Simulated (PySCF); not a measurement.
**Computed data sheet: `c1ccc(cc1)C=O` (benzaldehyde)**

Species: benzaldehyde, C₇H₆O.
Bonds: O1–C2 (double), C2–C3, C3–C4 (aromatic), C4–C5 (aromatic), C5–C6 (aromatic), C6–C7 (aromatic), C7–C8 (aromatic), C3–C8 (aromatic). Hydrogens: H9 on C2; H10 on C4; H11 on C5; H12 on C6; H13 on C7; H14 on C8.

Among its groups: aldehyde and benzene ring.

**PBE0-D3(BJ)/def2-TZVP geometry optimisation, gas phase (PySCF)**

```yaml
Point_group: Cs
Rotational_constants_A_B_C: 5.298, 1.579, 1.216 GHz
```

**B97-2/pcSseg-2 ground state and GIAO shieldings, non-relativistic (PySCF)**

```yaml
Dipole_moment: 3.44 D
HOMO_energy: -7.26 eV
LUMO_energy: -1.96 eV
HOMO–LUMO_gap: 5.30 eV
13C_chemical_shifts_computed_TMS_as_zero_by_class: 197.8 (C2), 143.2 (C3), 141.4 (C6), 138.0 (C4/C8), 135.3 (C5/C7) ppm
1H_chemical_shifts_computed_TMS_as_zero_by_class: 10.36 (H9), 8.24 (H10/H14), 7.87 (H12), 7.80 (H11/H13) ppm
Isotropic_shieldings_of_nuclei_other_than_C_and_H_by_class: -302 (O1) ppm
```

Monoisotopic mass (most abundant isotopes): 106.0419 u.

With B = h/(8π²I), that is 505.379 GHz u Å² over I, the principal moments of inertia are 95.4, 320.1 and 415.5 u Å² (most abundant isotopes). The rotational constants make it an asymmetric top with κ = (2B − A − C)/(A − C) = -0.82, nearer the prolate limit (−1). The dipole equals about 11.5 × 10⁻³⁰ C·m (1 D = 3.33564 × 10⁻³⁰ C·m).

One conformer (not necessarily the lowest) at the PBE0-D3(BJ)/def2-TZVP geometry, without solvent or vibrations. NMR classes are plain means over equivalent atoms (diastereotopic ones count apart unless rotation or inversion swaps them), as if these changed places fast; in this geometry the members of some classes differ.

For the geometry optimisation (PBE0-D3(BJ)/def2-TZVP), the run took 8.4 min of wall time on an Arm Neoverse V1 with one thread, no GPU, on a shared host, and the process peaked at 1.6 GiB of memory.

The values belong to the conformer `[O:1]=[CH:2][c:3]1[cH:4][cH:5][cH:6][cH:7][cH:8]1`: O1–C2–C3–C4 180°.
